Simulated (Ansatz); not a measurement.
## FeNi3: enthalpy under pressure, worked through

The calculation used Ansatz 0.2.0, DFT PBE, scalar-relativistic, plane waves, PAW. (420 eV cutoff, 12×12×12 k-mesh, Gaussian smearing of 0.10 eV, collinear spin)

Starting point, cell and atoms relaxed:

```xyz
4
Lattice="3.5437 0.0000 0.0000 0.0000 3.5437 0.0000 0.0000 0.0000 3.5437" Properties=species:S:1:pos:R:3 pbc="T T T"
Fe    0.0000    0.0000    0.0000
Ni    0.0000    1.7719    1.7719
Ni    1.7719    1.7719    0.0000
Ni    1.7719    0.0000    1.7719
```

Cell and atoms were relaxed at each target pressure within the start's symmetry (Pm-3m), at zero temperature; other phases can be more stable under pressure. H = E + PV with P the target; E is the free energy at the smearing used, whose derivative the pressure is, per atom and counted from zero pressure. The mesh named is that at zero pressure; some other pressures ran on another.

```tsv
P (GPa)	V (Å³/atom)	E − E0 (meV)	H − H0 (meV)
0	11.125	0.0	0.0
1	11.070	0.2	69.3
4	10.909	2.7	275.0
12	10.546	20.6	810.4
25	10.069	74.8	1646.0
50	9.392	230.2	3161.3
90	8.647	548.0	5405.3
```

Thermodynamics gives dH/dP = V along a relaxed path. Integrate V over P by the trapezoid rule and compare with the computed enthalpies.

With 1 eV/Å³ = 160.22 GPa, each step adds the mean volume times ΔP / 160.22:
| P (GPa) | ∫V dP (meV) | H − H0 (meV) | difference (meV) |
| --- | --- | --- | --- |
| 1 | 69.3 | 69.3 | 0.0 |
| 4 | 275.0 | 275.0 | 0.0 |
| 12 | 810.7 | 810.4 | 0.2 |
| 25 | 1647.0 | 1646.0 | 1.0 |
| 50 | 3165.4 | 3161.3 | 4.1 |
| 90 | 5417.3 | 5405.3 | 11.9 |

V(P) curves upward, so the trapezoid rule runs high; integrating a smooth curve through the same points puts that excess at about 10.4 meV at 90 GPa, against the 11.9 meV found.

At 90 GPa, how much of the enthalpy change is stored energy and how much is the PV term?

E rises by 548 meV/atom and PV is 90 × 8.647 / 160.22 = 4857 meV/atom, so PV makes 90 % of ΔH. So between rival structures at high pressure a small difference in volume can outweigh the difference in energy: 1 % of this volume is worth 48.6 meV/atom at this pressure.

What bulk modulus do the lowest pressures give?

From the pressures that the runs reached, -0.99 GPa (11.182 Å³) and 1.00 GPa (11.070 Å³), B = −ΔP/Δln V = 1.99 / 0.0101 = 197 GPa, a mean over that range.